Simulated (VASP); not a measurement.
W:

```
CELL_PARAMETERS angstrom
-1.58234 1.58234 1.58234
1.58234 -1.58234 1.58234
1.58234 1.58234 -1.58234
ATOMIC_POSITIONS crystal
W 0.00000 0.00000 0.00000
```

- Program: VASP 6.6.1
- Task: relaxation of cell and atoms
- Functional: RPBE
- Potentials or basis: VASP PAW PBE potentials, release 64 (W_sv)
- Cutoff: 600 eV
- k mesh: 12 × 12 × 12
- Occupations: fermi-dirac, width 0.05 eV
- Spin: no spin polarisation

At the start: pressure 10.2 GPa; volume 15.85 Å³/atom.

Task: How do energy, volume and symmetry change on relaxing?

Result: Over 4 steps the energy falls by 16.6 meV/atom and the volume is 16.38 Å³/atom (+3.3 %); space group Im-3m (No. 229, to 0.05 Å).

Step by step:
```
step  energy change (eV)  largest force (eV/Å)  pressure (GPa)  volume (Å³)
   1              0.0000                0.0000           10.21        15.85
   2              0.1519                0.0000          -25.78        18.28
   3             -0.0165                0.0000           -0.42        16.40
   4             -0.0166                0.0000            0.02        16.38
```

Final structure:
```
W
1.0
    -1.59977    1.59977    1.59977
     1.59977   -1.59977    1.59977
     1.59977    1.59977   -1.59977
W
1
Direct
  0.00000 0.00000 0.00000
```

Caveat: the PAW data sets were made with another functional, which shifts forces and pressure a little.
